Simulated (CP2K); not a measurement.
Runs of CP2K 2026.2 on Os. Symmetry: P6_3/mmc, No. 194, hexagonal system. Conventional cell: a = 2.734 Å, b = 2.734 Å, c = 4.320 Å, α = 90.00°, β = 90.00°, γ = 120.00°. Os (site symmetry -6m2) has 12 Os at 2.68 to 2.73 Å as nearest neighbours. 

```tsv
task	level	potentials or basis	cell	k mesh	smearing	EPS_DEFAULT	NGRIDS	EXTRAPOLATION	basis sets	potentials	gap on the mesh (eV)	pressure (GPa)	largest force (eV/Å)
relaxation of cell and atoms	PBE	POTENTIAL_UZH Os GTH-PBE-q16; TZVP-MOLOPT-PBE-GTH basis	relaxed	9 × 9 × 5	fermi-dirac 0.1 eV	1.0E-9	4	USE_PREV_P	Os TZVP-MOLOPT-PBE-GTH-q16	Os GTH-PBE-q16 of POTENTIAL_UZH	none	0.0	0.01
band structure	r2SCAN	POTENTIAL_UZH Os GTH-SCAN-q16; TZVP-MOLOPT-SCAN-GTH basis	as given	11 × 11 × 6	fermi-dirac 0.1 eV	1.0E-9	5	-	Os TZVP-MOLOPT-SCAN-GTH-q16	Os GTH-SCAN-q16 of POTENTIAL_UZH	none	(a)	-
band structure	PBE	POTENTIAL_UZH Os GTH-PBE-q16; TZVP-MOLOPT-PBE-GTH basis	as given	11 × 11 × 6	fermi-dirac 0.01 eV	1.0E-9	4	-	Os TZVP-MOLOPT-PBE-GTH-q16	Os GTH-PBE-q16 of POTENTIAL_UZH	none	6.8	-
relaxation of cell and atoms	LDA	GTH_POTENTIALS Os GTH-PADE-q16; TZVP-MOLOPT-PBE-GTH basis	relaxed	9 × 9 × 5	fermi-dirac 0.0259 eV	1.0E-9	5	USE_PREV_P	Os TZVP-MOLOPT-PBE-GTH-q16	Os GTH-PADE-q16 of GTH_POTENTIALS	none	0.0	0.08
```

Alike in all rows: no spin polarisation.

Task: Fill in the values left out.

Result: (a) -1.6.

Caveats: the basis of atomic orbitals isn't converged, which shifts pressures, moduli and gaps; more than 0.5 GPa of stress was left at the end, so the final cell isn't listed (some runs).

A k mesh can miss the band edges, and the runs leave out spin-orbit coupling on Os.

A gap of «none» marks a metal or a gap under the smearing width.

Not every run made on this cell is shown here.
